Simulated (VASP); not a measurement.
# CaSe (Fm-3m) in VASP: a series of runs

The runs below take CaSe through single point, with r2SCAN.

All numbers are computed with VASP 6.6.1; they aren't measurements. Logs are shortened: lines on timing, memory, paths and dates and some standing lists are left out, and cuts for length are marked.

### 1 The structure

The structure is cubic, space group Fm-3m (No. 225). The conventional cell has a = 5.912 Å, b = 5.912 Å, c = 5.912 Å, α = 90.00°, β = 90.00°, γ = 90.00°. Se (site symmetry m-3m) is surrounded by 6 Ca at 2.96 Å. Ca (site symmetry m-3m) is surrounded by 6 Se at 2.96 Å.

### 2 Single point, r2SCAN

Contents of INCAR:

```
ADDGRID = F ; ALGO = Normal
EDIFF = 1E-6 ; ENCUT = 450
ISIF = 2 ; ISMEAR = 0
LASPH = F ; LCHARG = F
LMIXTAU = T ; LREAL = F
LWAVE = F ; METAGGA = R2SCAN
NBANDS = 15 ; NELM = 100
PREC = Accurate ; SIGMA = 0.05
```

Contents of KPOINTS:

```
k-points
0
Gamma
  5 5 5
```

Contents of POSCAR:

```
CaSe
1.0
    0.0000000000      2.9560000000      2.9560000000
    2.9560000000      0.0000000000      2.9560000000
    2.9560000000      2.9560000000      0.0000000000
Se Ca
1 1
Direct
    0.5137070000      0.4880300000      0.5023060000
    0.0084580000     -0.0027510000     -0.0091450000
```

Potentials or basis: VASP PAW PBE potentials, release 64 (Se, Ca_sv).

On the command line:

```sh
$ cat potpaw_PBE.64/Se/POTCAR potpaw_PBE.64/Ca_sv/POTCAR > POTCAR
$ mpirun -np 1 vasp_std > vasp.out
```

OUTCAR:

```text
EDIFF = 1E-6
   ENCUT = 450
   ISIF = 2
   ISMEAR = 0
   LASPH = F
   LREAL = F
   METAGGA = R2SCAN
   NELM = 100
   PREC = Accurate
     LASPH = .TRUE.)

 Found     63 irreducible k-points:

 Following reciprocal coordinates:
            Coordinates               Weight
  0.000000  0.000000  0.000000      1.000000
  0.200000  0.000000  0.000000      2.000000
  0.000000  0.200000  0.000000      2.000000
  0.000000  0.000000  0.200000      2.000000
  0.200000  0.200000  0.200000      2.000000
  0.400000  0.000000  0.000000      2.000000
   k-points           NKPTS =     63   k-points in BZ     NKDIM =     63   number of bands    NBANDS=     15
   number of dos      NEDOS =    301   number of ions     NIONS =      2
   total plane-waves  NPLWV =  27000
   dimension x,y,z NGX =    30 NGY =   30 NGZ =   30
   dimension x,y,z NGXF=    60 NGYF=   60 NGZF=   60
   ions per type =               1   1
   NGX,Y,Z   is equivalent  to a cutoff of  11.93, 11.93, 11.93 a.u.
   NGXF,Y,Z  is equivalent  to a cutoff of  23.86, 23.86, 23.86 a.u.
 SYSTEM =  unknown system
   PREC   = accura    normal or accurate (medium, high low for compatibility)
   ISTART =      0    job   : 0-new  1-cont  2-samecut
   ICHARG =      2    charge: 1-file 2-atom 10-const
   ISPIN  =      1    spin polarized calculation?
   LNONCOLLINEAR =      F non collinear calculations
   LSORBIT =      F    spin-orbit coupling
   LASPH  =      F    aspherical Exc in radial PAW
   ENCUT  =  450.0 eV  33.07 Ry    5.75 a.u.   7.23  7.23  7.23*2*pi/ulx,y,z
   NELM   =    100;   NELMIN=  2; NELMDL= -5     # of ELM steps
   EDIFF  = 0.1E-05   stopping-criterion for ELM
   LREAL  =      F    real-space projection
   EDIFFG = 0.1E-04   stopping-criterion for IOM
   NSW    =      0    number of steps for IOM
   IBRION =     -1    ionic relax: 0-MD 1-quasi-New 2-CG
   NFREE  =      0    steps in history (QN), initial steepest desc. (CG)
   ISIF   =      2    stress and relaxation
   ISYM   =      2    0-nonsym 1-usesym 2-fastsym
   POTIM  = 0.5000    time-step for ionic-motion
   TEBEG  =    0.0;   TEEND  =   0.0 temperature during run
   PSTRESS=    0.0 pullay stress
   NELECT =      16.0000    total number of electrons
   NUPDOWN=      -1.0000    fix difference up-down
   EMIN   =  10.00;   EMAX   =-10.00  energy-range for DOS
   EFERMI =   0.00;   METHOD = LEGACY
   ISMEAR =     0;   SIGMA  =   0.05  broadening in eV -4-tet -1-fermi 0-gaus
   EFERMI_NEDOS =   21; number of points for ismear=-14 and -15
   IALGO  =     38    algorithm
   IMIX   =      4    mixing-type and parameters
     AMIX     =   0.40;   BMIX     =  1.00
     AMIX_MAG =   1.60;   BMIX_MAG =  1.00
  volume/ion in A,a.u.               =      25.83       174.30
  Fermi-wavevector in a.u.,A,eV,Ry     =   1.107645  2.093145 16.692666  1.226876
  Thomas-Fermi vector in A             =   2.244161
   LORBIT       =      0    0 simple, 1 ext, 2 COOP (PROOUT), +10 PAW based schemes
   METAGGA = R2SCAN    functional components
   LHFCALC =     F    Hartree Fock is set to
   AEXX    =    0.0000 exact exchange contribution
   IVDW    =     0    specifies the selected vdW correction
   LEPSILON=     F    determine dielectric tensor
   LRPA    =     F    only Hartree local field effects (RPA)
 non-spin polarized calculation
 Gauss-broadening in eV      SIGMA  =   0.05
  energy-cutoff  :      450.00
  volume of cell :       51.66
 maximum number of plane-waves:      1139
 NGX is ok and might be reduce to    30
   NGX = 15   NGY = 15   NGZ = 15

 number of electron      16.0000001 magnetization

 Free energy of the ion-electron system (eV)
  ---------------------------------------------------
  ext. energy  EPLUGINS =         0.00000000
  ---------------------------------------------------
  free energy    TOTEN  =       -25.96785562 eV

  energy without entropy =      -25.96785562  energy(sigma->0) =      -25.96785562

 E-fermi :   2.4779     XC(G=0):  -9.5871

 val. band max:        2.1935043748   @ k =   0.0000   0.0000   0.0000
 cond. band min:       4.8071962052   @ k =   0.4000   0.0000   0.4000
 fundamental gap:      2.6136918304
 Fermi energy:         2.4779445329

 k-point     1 :       0.0000    0.0000    0.0000
  band No.  band energies     occupation
      1     -39.0962      2.00000
      2     -19.2082      2.00000
      3     -19.2075      2.00000
      4     -19.2074      2.00000
      5     -10.0018      2.00000
      6       2.1916      2.00000
      7       2.1934      2.00000
      8       2.1935      2.00000
      9       6.3428      0.00000
     10       6.4182      0.00000
     11       6.4234      0.00000
     12       6.4250      0.00000
     13       7.0293      0.00000
     14       7.0394      0.00000
     15      12.6702      0.00000

 k-point     2 :       0.2000    0.0000    0.0000
  band No.  band energies     occupation
      1     -39.0939      2.00000
      2     -19.2491      2.00000
      3     -19.2105      2.00000
      4     -19.2099      2.00000
      5      -9.7690      2.00000
      6       0.7150      2.00000
      7       1.6911      2.00000
      8       1.6934      2.00000
      9       6.4249      0.00000
     10       6.9295      0.00000
     11       6.9306      0.00000
     12       7.9965      0.00000
     13       8.0146      0.00000
     14       8.1539      0.00000
     15      12.5675      0.00000

 k-point     3 :       0.0000    0.2000    0.0000
  band No.  band energies     occupation
      1     -39.0939      2.00000
      2     -19.2491      2.00000
      3     -19.2104      2.00000
      4     -19.2100      2.00000
      5      -9.7690      2.00000
      6       0.7155      2.00000
      7       1.6904      2.00000
      8       1.6923      2.00000
      9       6.4272      0.00000
     10       6.9300      0.00000
     11       6.9317      0.00000
     12       8.0010      0.00000
     13       8.0142      0.00000
     14       8.1482      0.00000
     15      12.5648      0.00000

 k-point     4 :       0.0000    0.0000    0.2000
  band No.  band energies     occupation
      1     -39.0939      2.00000
      2     -19.2492      2.00000
      3     -19.2104      2.00000
      4     -19.2099      2.00000
      5      -9.7690      2.00000
      6       0.7159      2.00000
      7       1.6903      2.00000
      8       1.6908      2.00000
      9       6.4289      0.00000
     10       6.9310      0.00000
     11       6.9319      0.00000
     12       8.0056      0.00000
     13       8.0130      0.00000
     14       8.1434      0.00000
     15      12.5627      0.00000

 k-point     5 :       0.2000    0.2000    0.2000
  band No.  band energies     occupation
      1     -39.0939      2.00000
      2     -19.2491      2.00000
      3     -19.2104      2.00000
      4     -19.2100      2.00000
      5      -9.7690      2.00000
      6       0.7152      2.00000
      7       1.6907      2.00000
      8       1.6929      2.00000
      9       6.4260      0.00000
     10       6.9297      0.00000
     11       6.9312      0.00000
     12       7.9986      0.00000
     13       8.0145      0.00000
     14       8.1512      0.00000
     15      12.5661      0.00000

 k-point     6 :       0.4000    0.0000    0.0000
  band No.  band energies     occupation
      1     -39.0901      2.00000
      2     -19.3144      2.00000
      3     -19.2145      2.00000
      4     -19.2140      2.00000
      5      -9.3525      2.00000
      6      -0.8567      2.00000
      7       1.0918      2.00000
      8       1.0933      2.00000
      9       6.9871      0.00000
     10       8.0205      0.00000
     11       8.0209      0.00000
     12       8.7053      0.00000
     13       9.8031      0.00000
     14       9.8132      0.00000
     15      11.6479      0.00000

 [... further k-points ...]
[... 5 lines left out ...]
  --------------------------------------------------------------------------------------
  -------------------------------------------------------------------------------------
  Total        0.2642528      0.3210198      0.2665404     -0.0018531      0.0030049      0.0001386
  in kB        8.1957167      9.9563263      8.2666645     -0.0574719      0.0931945      0.0042979
  external PRESSURE =       8.8062358 kB  Pullay stress =       0.0000000 kB

 VOLUME and BASIS-vectors are now :
 -----------------------------------------------------------------------------
  energy-cutoff  :      450.00
  volume of cell :       51.66
      direct lattice vectors                 reciprocal lattice vectors
     0.000000000  2.956000000  2.956000000    -0.169147497  0.169147497  0.169147497
     2.956000000  0.000000000  2.956000000     0.169147497 -0.169147497  0.169147497
     2.956000000  2.956000000  0.000000000     0.169147497  0.169147497 -0.169147497

 POSITION                                       TOTAL-FORCE (eV/Angst)
 -----------------------------------------------------------------------------------
      2.92743      3.00333      2.96113        -0.022211     -0.171072      0.040844
      5.87684      2.95397      2.97287         0.022211      0.171072     -0.040844
 -----------------------------------------------------------------------------------
    total drift:                               -0.002528     -0.002486     -0.002996

  FREE ENERGIE OF THE ION-ELECTRON SYSTEM (eV)
  ---------------------------------------------------
  free  energy   TOTEN  =       -25.9678556241 eV

  energy  without entropy=      -25.9678556241  energy(sigma->0) =      -25.96785562
```

Wall time 2.9 min (1 thread of Intel Xeon Platinum 8488C (Sapphire Rapids), shared host); peak memory 0.19 GiB.

These settings aren't checked as converged: the numbers below hold their error.

Results:

```yaml
Free_energy: -25.9679 eV
Pressure: 0.9 GPa
Largest_force: 0.177 eV/Å
Band_gap_on_the_k_mesh: 2.61 eV, indirect (least direct gap 3.51 eV)
```

Caveat: the PAW data sets were made with another functional, which shifts forces and pressure a little; an odd mesh through Γ misses points on the zone boundary, where band edges often lie.

(Part 1 of 2 ends here.)
